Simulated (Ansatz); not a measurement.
## TiO₂ — 17O NMR of the central transition

Cell: a Materials Project structure (computed, not necessarily an observed phase), atoms as given.

Space group P2_1/c (No. 14); a = 4.8127, b = 4.8719, c = 5.0410 Å, β = 99.86°.

```
site  Wyckoff  site symmetry       x       y       z
  Ti       4e              1  0.2774  0.4472  0.7131
  O5       4e              1  0.4454  0.7424  0.9668
  O9       4e              1  0.0638  0.3230  0.3516
```

One atom of each set is listed.

Level of theory: DFT, PBE, plane waves and PAW (field gradients read without the response of the frozen cores, which leaves them typically 4 to 6 % off), scalar-relativistic, 420 eV cutoff, Γ-centred 4×4×4 k-points, Fermi–Dirac smearing 0.02 eV (Ansatz 0.2.0).

17O has I = 5/2 and Q = -25.58 mb (Pyykkö 2018); at 11.7 T its Larmor frequency is ν₀ = 67.6 MHz. Only the quadrupole interaction is simulated: positions count from each site's isotropic chemical shift, and J coupling is left out, as are shift anisotropy and dipolar coupling, which fast spinning averages.

The O sites: O5 (4 atoms; 4 Ti at 2.00–2.20 Å); O9 (4 atoms; 3 Ti at 1.88–2.03 Å).

Fitted components of the simulated spectrum:

```
component  |C_Q| (MHz)     η
        A        0.849  0.50
        B         1.54  0.96
```

(1) Which site most likely gives which component?

Answers

(1) By the calculation, A is O5, B is O9. Like point charges on the first shell alone (each adding as 1/d³) would give the same order.

The run took 9.2 s of wall time (9.1 s of CPU time) and 0.53 GiB at its peak, on 1 thread of AMD EPYC 9R14 (Zen 4) (x86_64; 16 cores open to the job, memory cap 3.0 GiB, no GPU), a shared host with a load of 0.2 a core.
